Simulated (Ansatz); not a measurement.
**MgS: S jump into a vacancy**

These are results of DFT PBE, scalar-relativistic, plane waves, PAW (Ansatz), not measurements. Cutoff 420 eV, Γ-centred 4×4×4 k-points, Gaussian smearing of 0.05 eV. No spin polarisation.

The perfect supercell:

```
Mg S
1.0
     0.00000    5.69721   -5.69721
    -5.69721    0.00000   -5.69721
    -5.69721    5.69721    0.00000
Mg S
8 8
Direct
  0.00000 0.50000 0.00000
  0.50000 0.50000 0.00000
  0.00000 0.00000 0.00000
  0.50000 0.00000 0.00000
  0.00000 0.50000 0.50000
  0.50000 0.50000 0.50000
  0.00000 0.00000 0.50000
  0.50000 0.00000 0.50000
  0.87500 0.37500 0.37500
  0.37500 0.37500 0.37500
  0.87500 0.87500 0.37500
  0.37500 0.87500 0.37500
  0.87500 0.37500 0.87500
  0.37500 0.37500 0.87500
  0.87500 0.87500 0.87500
  0.37500 0.87500 0.87500
```

Atom 9 (S) is removed, leaving a vacancy without charge, and atom 10 jumps 4.03 Å into it. The vacancy and the half-way point are each relaxed at fixed cell, keeping their symmetry. The supercell is small, and one in 8 of its S atoms is missing. It repeats after two jumps, so the jumping atom has a vacancy on both sides, which can shift the barrier from that beside a lone vacancy.

**Question.** How high does the half-way point lie?

**Answer.** 1.67 eV above the relaxed vacancy, with the jumping atom 0.42 Å off the straight line. This is the barrier if that point is a first-order saddle, which wasn't checked.

Cost: 2 runs of about 3.1 core-minutes in all, on Intel Xeon 6975P-C (Granite Rapids) (shared hosts).